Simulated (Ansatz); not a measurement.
# SnO: the cost of one run

Program: Ansatz 0.2.0. Level of theory: DFT PBEsol, scalar-relativistic, plane waves, PAW. These are calculated values, not measurements.

**1. Starting point**

It takes space group Pmn2_1 (No. 31, orthorhombic). The conventional cell has a = 3.355 Å, b = 5.674 Å, c = 4.222 Å, α = 90.00°, β = 90.00°, γ = 90.00°. Sn (site symmetry m) is surrounded by 3 O at 2.15 to 2.16 Å. Around O (site symmetry m) lie 3 Sn at 2.15 to 2.16 Å.

As a file:

```cif
data_structure
_symmetry_space_group_name_H-M 'P 1'
_symmetry_Int_Tables_number 1
_cell_length_a 3.3550
_cell_length_b 5.6741
_cell_length_c 4.2220
_cell_angle_alpha 90.000
_cell_angle_beta 90.000
_cell_angle_gamma 90.000
_cell_volume 80.37
loop_
_atom_site_label
_atom_site_type_symbol
_atom_site_fract_x
_atom_site_fract_y
_atom_site_fract_z
_atom_site_occupancy
Sn1 Sn 0.00000 0.23191 0.51314 1
Sn2 Sn 0.50000 0.76809 0.01314 1
O1 O 0.00000 0.89125 0.73686 1
O2 O 0.50000 0.10875 0.23686 1
```

It goes back to an entry of the Materials Project, which need not be the stable form.

No relaxation comes first: the listed cell is the starting point.

**2. Zero of energy**

The reference gives a free energy of -13021.0020 eV, pressure -3.07 GPa, largest force 0.426 eV/Å and gap on the mesh 1.34 eV. It was computed beforehand with the settings of the runs below.

**3. The scan: rattled cells**

All atoms are moved at random with no net shift, in some cells together with a random strain.

**4. rms move = 0.074 Å**

The input, input.yaml:

```yaml
crystal:
  lattice:
    - [3.4917702208, 0.0804322825, -0.0532063865]
    - [0.1360299421, 5.3239080556, -0.0446485267]
    - [-0.0669554196, -0.0332219396, 3.9862750808]
  atoms:
    - { symbol: Sn, position: [0.0009847205, 0.2310928173, 0.5096878104] }
    - { symbol: Sn, position: [0.4699251974, 0.7601359273, 0.0141900323] }
    - { symbol: O, position: [0.0237450187, 0.9002488736, 0.7390723372] }
    - { symbol: O, position: [0.5053450633, 0.1085223818, 0.2370518201] }
basis:
  ecutwfc: 420
kpoints:
  mp_grid: { grid: [8, 6, 6] }
hamiltonian:
  xc: pbesol
scf:
  occupations: { method: gaussian, width: 0.05 }
output:
  forces: true
  stress: true
  eigenvalues: true
```

On the command line:

```bash
$ ansatz run input.yaml --threads 1 --pin off --max-ram 2560MiB --backend cpu --events-out ev --progress --plain --runs-dir out
```

**Question.** How long does this run take on 1 thread of Arm Neoverse V2, shared host, and how much memory does it need?

About 20 s, with a peak of 0.5 GiB.
